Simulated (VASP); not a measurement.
# Cu (Fm-3m) in VASP: relaxation of cell and atoms with LDA

Aim: the relaxation of cell and atoms of Cu with LDA.

Program: VASP 6.6.1. These are calculated values, not measurements. Logs are shortened: lines on timing, memory, paths and dates and some standing lists are left out, and cuts for length are marked.

### 1 The crystal as given

It takes space group Fm-3m (No. 225, cubic). The conventional cell has a = 3.630 Å, b = 3.630 Å, c = 3.630 Å, α = 90.00°, β = 90.00°, γ = 90.00°. Cu (site symmetry m-3m) has 12 Cu at 2.57 Å as nearest neighbours.

The cell was built by a generator and needn't be a form met in nature.

### 2 Relaxation of cell and atoms, LDA

The input, INCAR:

```
PREC = Accurate ; ENCUT = 600
EDIFF = 1E-7 ; ISMEAR = 1
SIGMA = 0.2 ; LREAL = False
LASPH = True ; NELM = 100
ALGO = Normal ; ISIF = 3
LWAVE = False ; LCHARG = False
IBRION = 2 ; NSW = 40
EDIFFG = -0.02 ; KPAR = 8
```

The input, KPOINTS:

```
Automatic mesh
0
Gamma
  24 24 24
```

The input, POSCAR:

```
Cu
1.0
    0.0000000000      1.8150000000      1.8150000000
    1.8150000000      0.0000000000      1.8150000000
    1.8150000000      1.8150000000      0.0000000000
Cu
1
Direct
    0.0000000000      0.0000000000      0.0000000000
```

Potentials or basis: VASP PAW LDA potentials, release 64 (Cu).

Run with:

```bash
$ cat potpaw_LDA.64/Cu/POTCAR > POTCAR
$ mpirun -np 8 vasp_std > vasp.out
```

OUTCAR:

```text
PREC = Accurate
   ENCUT = 600
   EDIFF = 1E-7
   ISMEAR = 1
   LREAL = False
   LASPH = True
   NELM = 100
   ISIF = 3
   IBRION = 2
   NSW = 40
   EDIFFG = -0.02

 ion  position               nearest neighbor table
   1  0.000  0.000  0.000-

  LATTYP: Found a face centered cubic cell.
 ALAT       =     3.6300000000

  Lattice vectors:

 A1 = (   0.0000000000,   1.8150000000,   1.8150000000)
 A2 = (   1.8150000000,   0.0000000000,   1.8150000000)
 A3 = (   1.8150000000,   1.8150000000,   0.0000000000)

Analysis of symmetry for initial positions (statically):
=====================================================================
 Subroutine PRICEL returns:
 Original cell was already a primitive cell.

 Routine SETGRP: Setting up the symmetry group for a
 face centered cubic supercell.

 Subroutine GETGRP returns: Found 48 space group operations
 (whereof 48 operations were pure point group operations)
 out of a pool of 48 trial point group operations.

The static configuration has the point symmetry O_h .

Analysis of symmetry for dynamics (positions and initial velocities):
=====================================================================
 Subroutine PRICEL returns:
 Original cell was already a primitive cell.

 Routine SETGRP: Setting up the symmetry group for a
 face centered cubic supercell.

 Subroutine GETGRP returns: Found 48 space group operations
 (whereof 48 operations were pure point group operations)
 out of a pool of 48 trial point group operations.

The dynamic configuration has the point symmetry O_h .

 Subroutine INISYM returns: Found 48 space group operations
 (whereof 48 operations are pure point group operations),
 and found     1 'primitive' translations

----------------------------------------------------------------------------------------

                                     Primitive cell

  volume of cell :      11.9580

  direct lattice vectors                    reciprocal lattice vectors
     0.000000000  1.815000000  1.815000000    -0.275482094  0.275482094  0.275482094
     1.815000000  0.000000000  1.815000000     0.275482094 -0.275482094  0.275482094
     1.815000000  1.815000000  0.000000000     0.275482094  0.275482094 -0.275482094

  length of vectors
     2.566797616  2.566797616  2.566797616     0.477148983  0.477148983  0.477148983

  position of ions in fractional coordinates (direct lattice)
     0.000000000  0.000000000  0.000000000

  ion indices of the primitive-cell ions
   primitive index   ion index
                 1           1

----------------------------------------------------------------------------------------

 KPOINTS: Automatic mesh

Automatic generation of k-mesh.
 Grid dimensions read from file:
 generate k-points for:   24   24   24

 Generating k-lattice:

  Cartesian coordinates                     Fractional coordinates (reciprocal lattice)
    -0.011478421  0.011478421  0.011478421     0.041666667  0.000000000  0.000000000
     0.011478421 -0.011478421  0.011478421     0.000000000  0.041666667  0.000000000
     0.011478421  0.011478421 -0.011478421     0.000000000  0.000000000  0.041666667

  Length of vectors
     0.019881208  0.019881208  0.019881208

  Shift w.r.t. Gamma in fractional coordinates (k-lattice)
     0.000000000  0.000000000  0.000000000

 Subroutine IBZKPT returns following result:
 ===========================================

 Found    413 irreducible k-points:

 Following reciprocal coordinates:
            Coordinates               Weight
  0.000000  0.000000  0.000000      1.000000
  0.041667  0.000000  0.000000      8.000000
  0.083333  0.000000  0.000000      8.000000
  0.125000  0.000000  0.000000      8.000000
  0.166667  0.000000  0.000000      8.000000
  0.208333  0.000000  0.000000      8.000000
[... 16 lines left out ...]
  0.416667  0.041667  0.000000     24.000000
  0.458333  0.041667  0.000000     24.000000
 [... further k-points ...]
   k-points           NKPTS =    413   k-points in BZ     NKDIM =    413   number of bands    NBANDS=      9
   number of dos      NEDOS =    301   number of ions     NIONS =      1
   total plane-waves  NPLWV =  13824
   dimension x,y,z NGX =    24 NGY =   24 NGZ =   24
   dimension x,y,z NGXF=    48 NGYF=   48 NGZF=   48
   ions per type =               1
   NGX,Y,Z   is equivalent  to a cutoff of  15.54, 15.54, 15.54 a.u.
   NGXF,Y,Z  is equivalent  to a cutoff of  31.09, 31.09, 31.09 a.u.
 SYSTEM =  unknown system
   PREC   = accura    normal or accurate (medium, high low for compatibility)
   ISTART =      0    job   : 0-new  1-cont  2-samecut
   ICHARG =      2    charge: 1-file 2-atom 10-const
   ISPIN  =      1    spin polarized calculation?
   LNONCOLLINEAR =      F non collinear calculations
   LSORBIT =      F    spin-orbit coupling
   LASPH  =      T    aspherical Exc in radial PAW
   ENCUT  =  600.0 eV  44.10 Ry    6.64 a.u.   5.13  5.13  5.13*2*pi/ulx,y,z
   NELM   =    100;   NELMIN=  2; NELMDL= -5     # of ELM steps
   EDIFF  = 0.1E-06   stopping-criterion for ELM
   LREAL  =      F    real-space projection
   EDIFFG = -.2E-01   stopping-criterion for IOM
   NSW    =     40    number of steps for IOM
   IBRION =      2    ionic relax: 0-MD 1-quasi-New 2-CG
   NFREE  =      1    steps in history (QN), initial steepest desc. (CG)
   ISIF   =      3    stress and relaxation
   ISYM   =      2    0-nonsym 1-usesym 2-fastsym
   POTIM  = 0.5000    time-step for ionic-motion
   TEBEG  =    0.0;   TEEND  =   0.0 temperature during run
   PSTRESS=    0.0 pullay stress
   NELECT =      11.0000    total number of electrons
   NUPDOWN=      -1.0000    fix difference up-down
   EMIN   =  10.00;   EMAX   =-10.00  energy-range for DOS
   EFERMI =   0.00;   METHOD = LEGACY
   ISMEAR =     1;   SIGMA  =   0.20  broadening in eV -4-tet -1-fermi 0-gaus
   EFERMI_NEDOS =   21; number of points for ismear=-14 and -15
   IALGO  =     38    algorithm
   IMIX   =      4    mixing-type and parameters
     AMIX     =   0.40;   BMIX     =  1.00
     AMIX_MAG =   1.60;   BMIX_MAG =  1.00
  volume/ion in A,a.u.               =      11.96        80.70
  Fermi-wavevector in a.u.,A,eV,Ry     =   1.592157  3.008740 34.490258  2.534962
  Thomas-Fermi vector in A             =   2.690585
   LORBIT       =      0    0 simple, 1 ext, 2 COOP (PROOUT), +10 PAW based schemes
   GGA     = CA    functional components
   LHFCALC =     F    Hartree Fock is set to
   AEXX    =    0.0000 exact exchange contribution
   IVDW    =     0    specifies the selected vdW correction
   LEPSILON=     F    determine dielectric tensor
   LRPA    =     F    only Hartree local field effects (RPA)
 conjugate gradient relaxation of ions
 non-spin polarized calculation
 Methfessel and Paxton  Order N= 1 SIGMA  =   0.20
  energy-cutoff  :      600.00
  volume of cell :       11.96
 maximum number of plane-waves:       415
 NGX is ok and might be reduce to    24
   NGX = 11   NGY = 11   NGZ = 11

--------------------------------------- Ionic step        1  -------------------------------------------

 number of electron      10.9999998 magnetization

 Free energy of the ion-electron system (eV)
  ---------------------------------------------------
  ext. energy  EPLUGINS =         0.00000000
  ---------------------------------------------------
  free energy    TOTEN  =        -4.66327818 eV

  energy without entropy =       -4.66408454  energy(sigma->0) =       -4.66354696

------------------------ aborting loop because EDIFF is reached ----------------------------------------

  FORCE on cell =-STRESS in cart. coord.  units (eV):
  Direction    XX          YY          ZZ          XY          YZ          ZX
  --------------------------------------------------------------------------------------
  -------------------------------------------------------------------------------------
  Total       -0.9805528     -0.9805528     -0.9805528      0.0000000     -0.0000000      0.0000000
  in kB     -131.3777051   -131.3777051   -131.3777051      0.0000000     -0.0000000      0.0000000
  external PRESSURE =    -131.3777051 kB  Pullay stress =       0.0000000 kB
[... 55 lines left out ...]
  energy  without entropy=       -4.6879346147  energy(sigma->0) =       -4.68790641

--------------------------------------- Ionic step        3  -------------------------------------------

 number of electron      11.0000003 magnetization

 Free energy of the ion-electron system (eV)
  ---------------------------------------------------
  ext. energy  EPLUGINS =         0.00000000
  ---------------------------------------------------
  free energy    TOTEN  =        -4.70901709 eV

  energy without entropy =       -4.70936274  energy(sigma->0) =       -4.70913231

 E-fermi :   8.3487     XC(G=0): -13.5537

 val. band max:        8.3350394432   @ k =   0.5000   0.1667   0.0417
 cond. band min:       8.4036937285   @ k =  -0.4167   0.1250   0.0417
 fundamental gap:      0.0686542853
 Fermi energy:         8.3487322739

 k-point     1 :       0.0000    0.0000    0.0000
  band No.  band energies     occupation
      1      -1.6103      2.00000
      2       5.0175      2.00000
      3       5.0175      2.00000
      4       5.0175      2.00000
      5       5.9602      2.00000
      6       5.9602      2.00000
      7      31.6153      0.00000
      8      34.6940      0.00000
      9      34.6940      0.00000
[... 265 lines left out ...]
 k-point    24 :       0.4583    0.0417    0.0000
  band No.  band energies     occupation
      1       2.7417      2.00000
      2       4.9737      2.00000
      3       5.0265      2.00000
      4       6.1011      2.00000
      5       6.5857      2.00000
      6       7.0869      2.00000
      7      13.2907      0.00000
      8      29.7978      0.00000
      9      30.5962      0.00000

 [... further k-points ...]

------------------------ aborting loop because EDIFF is reached ----------------------------------------

  FORCE on cell =-STRESS in cart. coord.  units (eV):
  Direction    XX          YY          ZZ          XY          YZ          ZX
  --------------------------------------------------------------------------------------
  -------------------------------------------------------------------------------------
  Total       -0.0048210     -0.0048210     -0.0048210      0.0000000     -0.0000000     -0.0000000
  in kB       -0.7058124     -0.7058124     -0.7058124      0.0000000     -0.0000000     -0.0000000
  external PRESSURE =      -0.7058124 kB  Pullay stress =       0.0000000 kB
[... 16 lines left out ...]
  FREE ENERGIE OF THE ION-ELECTRON SYSTEM (eV)
  ---------------------------------------------------
  free  energy   TOTEN  =        -4.7090170899 eV

  energy  without entropy=       -4.7093627425  energy(sigma->0) =       -4.70913231

 reached required accuracy - stopping structural energy minimisation
```

Run time: 29 s. Hardware: 8 MPI ranks of AMD EPYC 7R43 (Zen 3), shared host; peak memory 0.16 GiB.

Results:

```
Free energy                            : -4.7090 eV
Relaxed volume                         : 10.94 Å³/atom
Relaxed cell                           : a = 2.492 Å, b = 2.492 Å, c = 2.492 Å, α = 60.00°, β = 60.00°, γ = 60.00°
Space group after relaxing (to 0.05 Å) : Fm-3m (No. 225)
Energy gained by relaxing              : 45.7 meV/atom
Ionic steps                            : 3
Pressure after relaxing                : -0.1 GPa
Band gap on the k mesh                 : none (metal or under the smearing width)
```

Step by step:
| step | energy change (eV) | largest force (eV/Å) | pressure (GPa) | volume (Å³) |
| --- | --- | --- | --- | --- |
| 1 | 0.0000 | 0.0000 | -13.14 | 11.96 |
| 2 | -0.0246 | 0.0000 | 11.96 | 10.34 |
| 3 | -0.0457 | 0.0000 | -0.07 | 10.94 |

Final structure:
```
Cu
1.0
     0.00000    1.76215    1.76215
     1.76215    0.00000    1.76215
     1.76215    1.76215    0.00000
Cu
1
Direct
  0.00000 0.00000 0.00000
```
